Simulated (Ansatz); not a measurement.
Take AlSb in the zinc blende structure (space group F-43m, No. 216; a = 6.157 Å) as the base. Axes: x, y, z lie along the cube axes.

Computed with PBEsol/PAW in Ansatz (a quantum-chemistry and plane-wave program), no spin-orbit coupling.

For the base:

```
Quantity     Value
--------  --------
Pressure  0.01 GPa
```

The change: tensor shear ε_xy = −1.33 % (engineering shear γ = -0.0266); the atoms relax in the strained cell.

Q: What happens to the pressure and energy relative to the base?

A: The pressure (mean of the normal stresses, compression positive) remains 0.01 GPa; the energy increases by 2.4 meV/atom.

Whether these cells are dynamically stable was not tested.
